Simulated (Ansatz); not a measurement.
## TiPbO₃: reading a single point

```
CELL_PARAMETERS angstrom
3.93492 0.00000 0.00000
0.00000 3.93492 0.00000
0.00000 0.00000 4.21375
ATOMIC_POSITIONS crystal
Pb 0.00000 0.00000 0.00000
Ti 0.50000 0.50000 0.54000
O 0.50000 0.50000 0.11800
O 0.50000 0.00000 0.62100
O 0.00000 0.50000 0.62100
```

The numbers come from plane-wave PAW DFT (Ansatz): PBE, no spin polarisation, 420 eV, 7×7×6 Γ-centred k points, fermi-dirac occupations (width 0.1 eV). Nothing was relaxed.

Task: What does the stress say?

Result: The pressure is 0.1 GPa (compression positive), so with the atoms held at these fractions the cell is close to zero pressure. The principal stresses -0.4, -0.4, 1.1 GPa differ, so its shape would change too.

Task: Which atom feels the largest force, and which way?

Result: The largest is on O3: 0.22 eV/Å, components (0.00, 0.00, 0.22). It makes 0° with the line to a nearest neighbour, Ti2 at 1.78 Å, pointing towards it.

Task: Metal or insulator? Give the gap.

Result: The gap is 1.80 eV, indirect (the least direct gap found is 2.23 eV).

Task: Which element gives electrons and which takes them?

Result: Bader charges in e: Ti +2.21, Pb +1.38, O -1.22 to -1.15. In the mean Ti gives up most and O takes most.

Task: What is the character of the valence top and the conduction bottom?

Result: Within 0.7 eV of the edges, the states project mainly on O p (82 %) below the gap and on Ti d (88 %) above it.

Task: What do density and ELF say about some of the short contacts?

Result: Ti–O at 1.78 Å: least valence density 1.15 e/Å³ and ELF 0.29 there. Pb–O at 2.53 Å: least valence density 0.28 e/Å³ and ELF 0.15 there, a closed-shell (ionic or weak) contact. Both are smooth PAW fields, read partly inside the augmentation spheres.

Task: Is it stable against the elements?

Result: -2.30 eV an atom against the elements' usual phases (free molecules for gases, crystals otherwise, with no correction for O₂ or N₂), so it is bound against them; other compounds may still compete. Relaxing would lower it.

Origin: a database entry at a rescaled volume. Caveats: no spin-orbit coupling, which can shift this gap by tenths of an eV; the mesh misses a band edge that the path finds.
